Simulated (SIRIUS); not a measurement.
# Zr (P6_3/mmc) in SIRIUS: notebook

Runs on Zr. Level: BLYP. Tasks: equation of state.

Everything below comes from runs of SIRIUS 7.12.0. Logs are shortened: lines on timing, memory, paths and dates and some standing lists are left out, and cuts for length are marked. The log counts tension as positive stress, the text compression.

**1. Starting point**

It takes space group P6_3/mmc (No. 194, hexagonal). The conventional cell has a = 3.232 Å, b = 3.232 Å, c = 5.147 Å, α = 90.00°, β = 90.00°, γ = 120.00°. Around Zr (site symmetry -6m2) lie 12 Zr at 3.18 to 3.23 Å.

**2. Equation of state, BLYP, 21.88 Å³/atom (volume scaled by 0.94)**

sirius.json

```json
{
  "control": {
    "processing_unit": "cpu",
    "std_evp_solver_name": "lapack",
    "gen_evp_solver_name": "lapack",
    "verbosity": 2,
    "print_forces": false,
    "ortho_rf": true,
    "use_second_variation": true,
    "rmt_max": 3.0,
    "num_bands_to_print": 23,
    "save_wf": true
  },
  "parameters": {
    "electronic_structure_method": "full_potential_lapwlo",
    "xc_functionals": ["XC_GGA_X_B88", "XC_GGA_C_LYP"],
    "core_relativity": "dirac",
    "valence_relativity": "iora",
    "num_fv_states": 23,
    "smearing": "fermi_dirac",
    "smearing_width": 0.0018374661,
    "pw_cutoff": 20,
    "gk_cutoff": 3.46,
    "lmax_apw": 10,
    "lmax_rho": 8,
    "lmax_pot": 8,
    "num_mag_dims": 0,
    "auto_rmt": 0,
    "ngridk": [9, 9, 5],
    "shiftk": [0, 0, 0],
    "num_dft_iter": 80,
    "energy_tol": 1e-07,
    "density_tol": 1e-05,
    "use_symmetry": true
  },
  "settings": {"tol_ne": 1e-10},
  "iterative_solver": {"type": "exact"},
  "mixer": {"type": "anderson", "beta": 0.5, "max_history": 8},
  "unit_cell": {
    "lattice_vectors": [[5.9829150579, 0.0, 0.0], [-2.9914575289, 5.1813564286, 0.0], [0.0, 0.0, 9.5278662756]],
    "atom_types": ["Zr"],
    "atom_files": {"Zr": "Zr.json"},
    "atoms": {"Zr": [[0.6666666667, 0.3333333333, 0.75], [0.3333333333, 0.6666666667, 0.25]]}
  }
}
```

Zr.json

```json
{
  "name": "zirconium",
  "symbol": "Zr",
  "number": 40,
  "mass": 91.224,
  "rmin": 1e-06,
  "rmt": 2.54,
  "nrmt": 800,
  "rinf": 17.42,
  "core": "1s2s2p3s3p3d",
  "valence": [
    {"basis": [{"enu": 0.15, "dme": 0, "n": 0, "auto": 0}, {"enu": 0.15, "dme": 1, "n": 0, "auto": 0}]},
    {"l": 0, "n": 1, "basis": [{"enu": 0.25, "dme": 0, "n": 0, "auto": 0}]},
    {"l": 1, "n": 2, "basis": [{"enu": 0.25, "dme": 0, "n": 0, "auto": 0}]},
    {"l": 2, "n": 3, "basis": [{"enu": 0.25, "dme": 0, "n": 0, "auto": 0}]},
    {"l": 3, "n": 4, "basis": [{"enu": 0.25, "dme": 0, "n": 0, "auto": 0}]}
  ],
  "lo": [
    {"l": 0, "basis": [{"enu": 0.25, "dme": 0, "n": 0, "auto": 0}, {"enu": 0.25, "dme": 1, "n": 0, "auto": 0}]},
    {
      "l": 0,
      "basis": [{"enu": -1.6112, "dme": 0, "n": 4, "auto": 1}, {"enu": -1.6112, "dme": 1, "n": 4, "auto": 1}]
    },
    {
      "l": 0,
      "basis": [{"enu": -1.6112, "dme": 1, "n": 4, "auto": 1}, {"enu": 0.25, "dme": 0, "n": 0, "auto": 0}]
    },
    {"l": 0, "basis": [{"enu": 0.25, "dme": 0, "n": 0, "auto": 0}, {"enu": 2.73, "dme": 0, "n": 0, "auto": 0}]},
    {"l": 1, "basis": [{"enu": 0.25, "dme": 0, "n": 0, "auto": 0}, {"enu": 0.25, "dme": 1, "n": 0, "auto": 0}]},
    {
      "l": 1,
      "basis": [{"enu": -0.8059, "dme": 0, "n": 4, "auto": 1}, {"enu": -0.8059, "dme": 1, "n": 4, "auto": 1}]
    },
    {
      "l": 1,
      "basis": [{"enu": -0.8059, "dme": 1, "n": 4, "auto": 1}, {"enu": 0.25, "dme": 0, "n": 0, "auto": 0}]
    },
    {"l": 1, "basis": [{"enu": 0.25, "dme": 0, "n": 0, "auto": 0}, {"enu": 3.102, "dme": 0, "n": 0, "auto": 0}]},
    {"l": 2, "basis": [{"enu": 0.25, "dme": 0, "n": 0, "auto": 0}, {"enu": 0.25, "dme": 1, "n": 0, "auto": 0}]},
    {"l": 2, "basis": [{"enu": 0.25, "dme": 1, "n": 0, "auto": 0}, {"enu": 0.25, "dme": 2, "n": 0, "auto": 0}]},
    {"l": 2, "basis": [{"enu": 0.25, "dme": 0, "n": 0, "auto": 0}, {"enu": 2.668, "dme": 0, "n": 0, "auto": 0}]},
    {"l": 3, "basis": [{"enu": 0.25, "dme": 0, "n": 0, "auto": 0}, {"enu": 0.25, "dme": 1, "n": 0, "auto": 0}]},
    {"l": 3, "basis": [{"enu": 0.25, "dme": 0, "n": 0, "auto": 0}, {"enu": 2.947, "dme": 0, "n": 0, "auto": 0}]}
  ],
  "free_atom": [... radial grid and density of the free atom, the start of the SCF ...]
}
```

sirius_start.json

```json
{
  "control": {
    "processing_unit": "cpu",
    "std_evp_solver_name": "lapack",
    "gen_evp_solver_name": "lapack",
    "verbosity": 1,
    "print_forces": false,
    "ortho_rf": true,
    "use_second_variation": true,
    "rmt_max": 3.0,
    "num_bands_to_print": 23,
    "save_wf": false
  },
  "parameters": {
    "electronic_structure_method": "full_potential_lapwlo",
    "xc_functionals": ["XC_LDA_X", "XC_LDA_C_PW"],
    "core_relativity": "dirac",
    "valence_relativity": "iora",
    "num_fv_states": 23,
    "smearing": "fermi_dirac",
    "smearing_width": 0.0055123983,
    "pw_cutoff": 20,
    "gk_cutoff": 2.77,
    "lmax_apw": 10,
    "lmax_rho": 8,
    "lmax_pot": 8,
    "num_mag_dims": 0,
    "auto_rmt": 0,
    "ngridk": [4, 4, 2],
    "shiftk": [0, 0, 0],
    "num_dft_iter": 30,
    "energy_tol": 0.01,
    "density_tol": 0.05,
    "use_symmetry": true
  },
  "settings": {"tol_ne": 1e-10},
  "iterative_solver": {"type": "exact"},
  "mixer": {"type": "anderson", "beta": 0.5, "max_history": 8},
  "unit_cell": {
    "lattice_vectors": [[5.9829150579, 0.0, 0.0], [-2.9914575289, 5.1813564286, 0.0], [0.0, 0.0, 9.5278662756]],
    "atom_types": ["Zr"],
    "atom_files": {"Zr": "Zr.json"},
    "atoms": {"Zr": [[0.6666666667, 0.3333333333, 0.75], [0.3333333333, 0.6666666667, 0.25]]}
  }
}
```

Potentials or basis: all-electron FP-LAPW, apw+lo standard.

On the command line:

```
$ OMP_NUM_THREADS=1 sirius.scf --input=sirius_start.json --output=start.json
$ OMP_NUM_THREADS=1 sirius.scf --input=sirius.json --output=output.json --task=1
```

What it wrote:

```text
[info] SIRIUS version : 7.12.0
[info] number of MPI ranks           : 1
[info] MPI grid                      : 1 1
[info] maximum number of OMP threads : 1
[fft] FFT context for density and potential
[fft] =====================================
[fft]   plane wave cutoff                     : 20
[fft]   grid size                             : 45 45 64   total : 129600
[fft]   grid limits                           : -22 22   -22 22   -31 32
[fft]   number of G-vectors within the cutoff : 39799
[fft]   number of G-shells                    : 2029
[fft] FFT context for coarse grid
[fft] =====================================
[fft]   plane wave cutoff                     : 6.92
[fft]   grid size                             : 16 16 24   total : 6144
[fft]   grid limits                           : -7 8   -7 8   -11 12
[fft]   number of G-vectors within the cutoff : 1677
[fft]   number of G-shells                    : 119
[unit cell] lattice vectors
[unit cell]   a1 :       5.9829150579      0.0000000000      0.0000000000
[unit cell]   a2 :      -2.9914575289      5.1813564286      0.0000000000
[unit cell]   a3 :       0.0000000000      0.0000000000      9.5278662756
[unit cell] reciprocal lattice vectors
[unit cell]   b1 :       1.0501879513      0.6063262964     -0.0000000000
[unit cell]   b2 :       0.0000000000      1.2126525928      0.0000000000
[unit cell]   b3 :       0.0000000000     -0.0000000000      0.6594535571
[unit cell] unit cell volume :       295.36019010 [a.u.^3]
[unit cell] 1/sqrt(omega)    :         0.05818674
[unit cell] MT volume        :       137.28394634 (46.48%)
[unit cell] IT volume        :       158.07624376 (53.52%)
[unit cell] number of atom types : 1
[unit cell] type id : 0 symbol : Zr mt_radius :   2.540000 num_atoms : 2
[unit cell] total number of atoms : 2
[unit cell] number of symmetry classes : 1
[unit cell] atom id  type id  class id             position                      vector_field
[unit cell] ------------------------------------------------------------------------------------------
[unit cell]      0        0        0      0.66667   0.33333   0.75000      0.00000   0.00000   0.00000
[unit cell]      1        0        0      0.33333   0.66667   0.25000      0.00000   0.00000   0.00000
[unit cell] atom id         position (Cartesian, a.u.)
[unit cell] ---------------------------------------------
[... 273 lines left out ...]
[generate_radial_functions] {l: 0, n: 4, enu: -1.41923, dme: 1, auto: 1}
[generate_radial_functions] {l: 0, n: 4, enu: -1.41923, dme: 1, auto: 1}
[generate_radial_functions] {l: 1, n: 4, enu: -0.603158, dme: 0, auto: 1}
[generate_radial_functions] {l: 1, n: 4, enu: -0.603158, dme: 1, auto: 1}
[generate_radial_functions] {l: 1, n: 4, enu: -0.603158, dme: 1, auto: 1}
[diagonalize] Lowest band energies
[diagonalize] ik:    0   -1.426935   -1.419628   -0.641597   -0.603522   -0.603522   -0.597302   -0.597302   -0.596881    0.160171    0.249996    0.396376    0.396376    0.402378    0.423467    0.423467    0.426416    0.446428    0.446428    0.536745    0.536745    0.725576    0.762658    0.824907
[diagonalize] ik:    1   -1.426283   -1.419360   -0.639949   -0.607206   -0.604726   -0.601092   -0.597784   -0.597608    0.173631    0.261940    0.371905    0.395578    0.408911    0.411773    0.422193    0.435236    0.435391    0.436269    0.544891    0.577758    0.728094    0.794920    0.843385
[diagonalize] ik:    2   -1.424563   -1.418736   -0.635391   -0.616469   -0.610214   -0.607577   -0.599805   -0.599115    0.208700    0.284772    0.345522    0.347467    0.393942    0.414105    0.421049    0.444990    0.452036    0.468639    0.558468    0.647838    0.719232    0.835746    0.842537
[diagonalize] ik:    3   -1.422417   -1.418194   -0.629095   -0.626886   -0.619940   -0.610629   -0.603390   -0.600767    0.247732    0.281728    0.306274    0.350165    0.395564    0.400842    0.407285    0.498307    0.500360    0.516215    0.567449    0.701118    0.714519    0.764370    0.790396
[diagonalize] ik:    4   -1.420761   -1.418084   -0.633587   -0.625988   -0.623443   -0.612542   -0.607262   -0.601888    0.264320    0.272847    0.285276    0.364958    0.385281    0.399526    0.421001    0.547180    0.561663    0.571136    0.571681    0.660520    0.713106    0.749813    0.757708
[diagonalize] ...
[diagonalize] ik:   31   -1.420115   -1.419149   -0.634844   -0.632153   -0.613202   -0.610010   -0.607072   -0.603946    0.262033    0.277867    0.320654    0.342182    0.384179    0.403275    0.434728    0.465796    0.529118    0.563786    0.567222    0.588691    0.749237    0.788131    0.841288
[diagonalize] ik:   32   -1.419510   -1.418860   -0.637166   -0.634652   -0.614123   -0.610296   -0.607444   -0.604297    0.258955    0.274702    0.319083    0.337931    0.383934    0.420863    0.448034    0.477886    0.543540    0.558695    0.592172    0.615606    0.725653    0.740700    0.820210
[diagonalize] ik:   33   -1.420223   -1.419207   -0.632348   -0.630286   -0.614626   -0.612839   -0.606764   -0.603443    0.278529    0.285184    0.333629    0.345963    0.367403    0.371990    0.417420    0.453743    0.529087    0.567770    0.582141    0.588928    0.770797    0.800522    0.848271
[diagonalize] ik:   34   -1.419287   -1.418774   -0.633768   -0.632210   -0.619257   -0.615659   -0.606195   -0.603917    0.281469    0.295011    0.326412    0.346452    0.358853    0.380439    0.434820    0.460196    0.533667    0.558452    0.631832    0.641722    0.739382    0.756491    0.793896
[diagonalize] ik:   35   -1.418792   -1.418792   -0.631134   -0.631134   -0.623787   -0.619358   -0.604771   -0.604771    0.310486    0.310493    0.310493    0.325374    0.369195    0.369195    0.435417    0.458776    0.535745    0.535745    0.671795    0.671795    0.748538    0.755563    0.755563
[generate_core_charge_density] atom class : 0
[generate_core_charge_density]   n,l,k : 1 0 1  energy :        -654.34768881
[generate_core_charge_density]   n,l,k : 2 0 1  energy :         -90.14366174
[generate_core_charge_density]   n,l,k : 2 1 1  energy :         -82.48053374
[generate_core_charge_density]   n,l,k : 2 1 2  energy :         -79.32282110
[generate_core_charge_density]   n,l,k : 3 0 1  energy :         -14.27093473
[generate_core_charge_density]   n,l,k : 3 1 1  energy :         -11.41873618
[generate_core_charge_density]   n,l,k : 3 1 2  energy :         -10.91602612
[generate_core_charge_density]   n,l,k : 3 2 2  energy :          -5.88388584
[generate_core_charge_density]   n,l,k : 3 2 3  energy :          -5.79205402
[find] Total energy                   :   -7199.35894299 (Ha),  -14398.71788598 (Ry)
[find] iteration : 1, RMS (target) : 1.7658e-01 (1.0000e-05) , energy difference (target) : -1.6259e-04 (1.0000e-07)
[find] Total energy                   :   -7199.35894314 (Ha),  -14398.71788628 (Ry)
[find] iteration : 2, RMS (target) : 7.9875e-03 (1.0000e-05) , energy difference (target) : -1.4922e-07 (1.0000e-07)
[find] Total energy                   :   -7199.35894725 (Ha),  -14398.71789451 (Ry)
[find] iteration : 3, RMS (target) : 1.4841e-03 (1.0000e-05) , energy difference (target) : -4.1115e-06 (1.0000e-07)
[find] Total energy                   :   -7199.35894843 (Ha),  -14398.71789686 (Ry)
[find] iteration : 4, RMS (target) : 1.0816e-04 (1.0000e-05) , energy difference (target) : -1.1751e-06 (1.0000e-07)
[... 13 lines left out ...]
[find] valence_eval_sum               :     -10.37964514
[find] core_eval_sum                  :   -4248.34918937
[find] kinetic energy                 :    7439.65433151
[find] enuc                           :   -8709.33786045
[find] <rho|V^{XC}>                   :    -298.43508618
[find] <rho|E^{XC}>                   :    -229.70136038
[find] <mag|B^{XC}>                   :       0.00000000
[find] <rho|V^{H}>                    :  -11399.94807984
[find] smearing (-TS)                 :      -0.00064908
[find] SCF correction                 :      -0.00001936
[find] Total energy                   :   -7199.35894860 (Ha),  -14398.71789720 (Ry)
[find] Free energy (E-TS)             :   -7199.35959768 (Ha),  -14398.71919536 (Ry)
[find] band gap (eV)                  :       0.00000000
[find] Efermi                         :       0.37911003
[find] iteration : 6, RMS (target) : 2.6155e-06 (1.0000e-05) , energy difference (target) : -3.0361e-08 (1.0000e-07)
[find] converged after 7 SCF iterations!
Warning in function "check_num_electrons" at src/density/density.cpp:1179
wrong number of electrons
  obtained value : 80
  target value : 80
  difference : 1.25903e-05
  total core leakage : 8.92206e-06
    atom class : 0, core leakage : 4.46103e-06
[find] Charges and magnetic moments
[find] --------------------------------------------------------------------------------
[find] atom      charge    core leakage
[find] --------------------------------------------------------------------------------
[find]    0   37.930635    4.461028e-06
[find]    1   37.930635    4.461028e-06
[find] total core leakage    : 8.92205586e-06
[find] interstitial charge   : 4.138718
[find] total charge          : 79.999987
[find] Energy
[find] --------------------------------------------------------------------------------
[find] valence_eval_sum               :     -10.37964514
[find] core_eval_sum                  :   -4248.34918937
[find] kinetic energy                 :    7439.65433151
[find] enuc                           :   -8709.33786045
[find] <rho|V^{XC}>                   :    -298.43508618
[find] <rho|E^{XC}>                   :    -229.70136038
[find] <mag|B^{XC}>                   :       0.00000000
[find] <rho|V^{H}>                    :  -11399.94807984
[find] smearing (-TS)                 :      -0.00064908
[find] SCF correction                 :      -0.00001936
[find] Total energy                   :   -7199.35894860 (Ha),  -14398.71789720 (Ry)
[find] Free energy (E-TS)             :   -7199.35959768 (Ha),  -14398.71919536 (Ry)
[find] band gap (eV)                  :       0.00000000
[find] Efermi                         :       0.37911003
```

Run time: 38 s. Hardware: 1 thread of Arm Neoverse V1, shared host; peak memory 0.42 GiB.

Results:

```
Free energy                                       : -195904.5547 eV
Band gap on the k mesh                            : none (metal or under the smearing width)
All electrons inside the program's atomic spheres : Zr 37.93 (radii Zr 2.54 bohr)
```

**3. Equation of state, BLYP, 22.35 Å³/atom (volume scaled by 0.96)**

Edit sirius.json of step 2 so:

```diff
@@ -39,3 +39,3 @@
   "unit_cell": {
-    "lattice_vectors": [[5.9829150579, 0.0, 0.0], [-2.9914575289, 5.1813564286, 0.0], [0.0, 0.0, 9.5278662756]],
+    "lattice_vectors": [[6.0250496507, 0.0, 0.0], [-3.0125248252, 5.2178460565, 0.0], [0.0, 0.0, 9.5949661361]],
     "atom_types": ["Zr"],
```

Zr.json

```json
{
  "name": "zirconium",
  "symbol": "Zr",
  "number": 40,
  "mass": 91.224,
  "rmin": 1e-06,
  "rmt": 2.54,
  "nrmt": 800,
  "rinf": 17.42,
  "core": "1s2s2p3s3p3d",
  "valence": [
    {"basis": [{"enu": 0.14, "dme": 0, "n": 0, "auto": 0}, {"enu": 0.14, "dme": 1, "n": 0, "auto": 0}]},
    {"l": 0, "n": 1, "basis": [{"enu": 0.24, "dme": 0, "n": 0, "auto": 0}]},
    {"l": 1, "n": 2, "basis": [{"enu": 0.24, "dme": 0, "n": 0, "auto": 0}]},
    {"l": 2, "n": 3, "basis": [{"enu": 0.24, "dme": 0, "n": 0, "auto": 0}]},
    {"l": 3, "n": 4, "basis": [{"enu": 0.24, "dme": 0, "n": 0, "auto": 0}]}
  ],
  "lo": [
    {"l": 0, "basis": [{"enu": 0.24, "dme": 0, "n": 0, "auto": 0}, {"enu": 0.24, "dme": 1, "n": 0, "auto": 0}]},
    {
      "l": 0,
      "basis": [{"enu": -1.6212, "dme": 0, "n": 4, "auto": 1}, {"enu": -1.6212, "dme": 1, "n": 4, "auto": 1}]
    },
    {
      "l": 0,
      "basis": [{"enu": -1.6212, "dme": 1, "n": 4, "auto": 1}, {"enu": 0.24, "dme": 0, "n": 0, "auto": 0}]
    },
    {"l": 0, "basis": [{"enu": 0.24, "dme": 0, "n": 0, "auto": 0}, {"enu": 2.72, "dme": 0, "n": 0, "auto": 0}]},
    {"l": 1, "basis": [{"enu": 0.24, "dme": 0, "n": 0, "auto": 0}, {"enu": 0.24, "dme": 1, "n": 0, "auto": 0}]},
    {
      "l": 1,
      "basis": [{"enu": -0.8159, "dme": 0, "n": 4, "auto": 1}, {"enu": -0.8159, "dme": 1, "n": 4, "auto": 1}]
    },
    {
      "l": 1,
      "basis": [{"enu": -0.8159, "dme": 1, "n": 4, "auto": 1}, {"enu": 0.24, "dme": 0, "n": 0, "auto": 0}]
    },
    {"l": 1, "basis": [{"enu": 0.24, "dme": 0, "n": 0, "auto": 0}, {"enu": 3.092, "dme": 0, "n": 0, "auto": 0}]},
    {"l": 2, "basis": [{"enu": 0.24, "dme": 0, "n": 0, "auto": 0}, {"enu": 0.24, "dme": 1, "n": 0, "auto": 0}]},
    {"l": 2, "basis": [{"enu": 0.24, "dme": 1, "n": 0, "auto": 0}, {"enu": 0.24, "dme": 2, "n": 0, "auto": 0}]},
    {"l": 2, "basis": [{"enu": 0.24, "dme": 0, "n": 0, "auto": 0}, {"enu": 2.658, "dme": 0, "n": 0, "auto": 0}]},
    {"l": 3, "basis": [{"enu": 0.24, "dme": 0, "n": 0, "auto": 0}, {"enu": 0.24, "dme": 1, "n": 0, "auto": 0}]},
    {"l": 3, "basis": [{"enu": 0.24, "dme": 0, "n": 0, "auto": 0}, {"enu": 2.937, "dme": 0, "n": 0, "auto": 0}]}
  ],
  "free_atom": [... radial grid and density of the free atom, the start of the SCF ...]
}
```

Edit sirius_start.json of step 2 so:

```diff
@@ -39,3 +39,3 @@
   "unit_cell": {
-    "lattice_vectors": [[5.9829150579, 0.0, 0.0], [-2.9914575289, 5.1813564286, 0.0], [0.0, 0.0, 9.5278662756]],
+    "lattice_vectors": [[6.0250496507, 0.0, 0.0], [-3.0125248252, 5.2178460565, 0.0], [0.0, 0.0, 9.5949661361]],
     "atom_types": ["Zr"],
```

Potentials or basis: all-electron FP-LAPW, apw+lo standard.

On the command line:

```
$ OMP_NUM_THREADS=1 sirius.scf --input=sirius_start.json --output=start.json
$ OMP_NUM_THREADS=1 sirius.scf --input=sirius.json --output=output.json --task=1
```

It took 40 s on 1 thread of Arm Neoverse V1, shared host; peak memory 0.42 GiB.

The run converged. Its results:

- Free energy: -195904.6083 eV
- Band gap on the k mesh: none (metal or under the smearing width)
- All electrons inside the program's atomic spheres: Zr 37.90 (radii Zr 2.54 bohr)

(Part 1 of 2 ends here.)
